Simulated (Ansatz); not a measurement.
# NaI: a single-point run

Wanted: a converged single-point run for NaI, and a check of what comes out. The structure is shown as the input types it.

Method: density functional or hybrid calculation with the settings of its input, plane waves (as first typed), in Ansatz 0.2.0.

2 further runs of the same task are left out: 2 that didn't finish.

## Step 1: The system as given

It takes space group Fm-3m (No. 225, cubic). The conventional cell has a = 6.459 Å, b = 6.459 Å, c = 6.459 Å, α = 90.00°, β = 90.00°, γ = 90.00°. Na (site symmetry m-3m) is surrounded by 6 I at 3.23 Å. I (site symmetry m-3m) is surrounded by 6 Na at 3.23 Å.

Coordinates:

```
CELL_PARAMETERS angstrom
0.00000 3.22972 3.22972
3.22972 0.00000 3.22972
3.22972 3.22972 0.00000
ATOMIC_POSITIONS crystal
Na 0.00000 0.00000 0.00000
I 0.50000 0.50000 0.50000
```

## Step 2: Input and run

input.yaml

```yaml
crystal:
  lattice:
    - [0.0, 3.2297205553, 3.2297205553]
    - [3.2297205553, 0.0, 3.2297205553]
    - [3.2297205553, 3.2297205553, 0.0]
  atoms:
    - { symbol: Na, position: [0.0, 0.0, 0.0] }
    - { symbol: I, position: [0.5, 0.5, 0.5] }
kpoints:
  mp_grid: { grid: [2, 4, 6] }
hamiltonian:
  xc: pbesol
scf:
  occupations: { method: fixed }
  n_extra_bands: 4
output:
  forces: true
  stress: true
  eigenvalues: true
```

Started as:

```console
ansatz run input.yaml --threads 4 --pin off --max-ram 3686MiB --backend cpu --events-out ev --progress --plain --runs-dir out
```

Q: Will this input give a usable result? If not, why, and what should change?

The run converged and reported no error, with warnings (symmetry narrowed by mesh). Its log warns: «crystal.symmetry: narrowed to the stabiliser of the k-point mesh — unitary ops 48 → 4; excluded 44 operations that carry a point of the 2×4×6 mesh (shift [0, 0 ...»

The suspect setting: kpoints.mp_grid.grid is [2, 4, 6]. The mesh doesn't respect the lattice's symmetry: fewer operations survive, and spurious anisotropy appears.

Run again and compare: set kpoints.mp_grid.grid to [6, 6, 6].
